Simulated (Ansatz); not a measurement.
How far is PAW off for CuI?

```
CELL_PARAMETERS angstrom
3.74557 -3.72342 0.00000
3.74557 3.72342 0.00000
0.00000 0.00000 4.32131
ATOMIC_POSITIONS crystal
Cu 0.42044 0.57956 0.75000
Cu 0.57956 0.42044 0.25000
I 0.77004 0.22996 0.75000
I 0.22996 0.77004 0.25000
```

Atoms are numbered in the order listed.

Conventional cell: a = 7.491 Å, b = 7.447 Å, c = 4.321 Å, α = 90.00°, β = 90.00°, γ = 90.00°. Cu (atom 1) has 2 Cu at 2.46 Å and 3 I at 2.58 to 2.60 Å as nearest neighbours. Around I (atom 3) lie 3 Cu at 2.58 to 2.60 Å.

The cell is the one relaxed in the Materials Project (mp-1007922), not relaxed further here; entries there can be hypothetical. The listed cell was then made from it by scaling, straining or moving an atom.

Spin–orbit coupling is left out, though it moves levels of the heavy atoms by tenths of an eV or more.

Methods: DFT, LDA, PAW with Ansatz's default frozen-core files, scalar-relativistic (Ansatz 0.2.0); DFT, LDA, all-electron LAPW, scalar-relativistic (Ansatz 0.2.0).

For PAW: a Γ-centred 5×5×6 k mesh, Fermi–Dirac smearing of 0.02 eV, cutoff 420 eV, no spin polarisation; the PAW files were made with PBE, and the program remakes their frozen cores for this functional. LAPW targets a basis error of 0.5 meV/atom. The Ansatz runs share mesh, smearing and spin set-up. Plane-wave (PAW) pressures include the program's estimate of the Pulay term.

Stress and pressure are positive in compression.

The change that made this cell: volume scaled by 1.01.

PAW results:

```csv
quantity,PAW
pressure (GPa),-3.37
stress xx (GPa),-1.21
stress yy (GPa),-4.05
stress zz (GPa),-4.85
"force on Cu1, y (eV/Å)",-0.065
"force on I3, y (eV/Å)",0.466
band gap (eV),0.850
```

What does LAPW (all electrons) give for the same quantities?


```tsv
quantity	LAPW
pressure (GPa)	-3.37
stress xx (GPa)	-1.21
stress yy (GPa)	-4.04
stress zz (GPa)	-4.85
force on Cu1, y (eV/Å)	-0.066
force on I3, y (eV/Å)	0.465
band gap (eV)	0.848
```
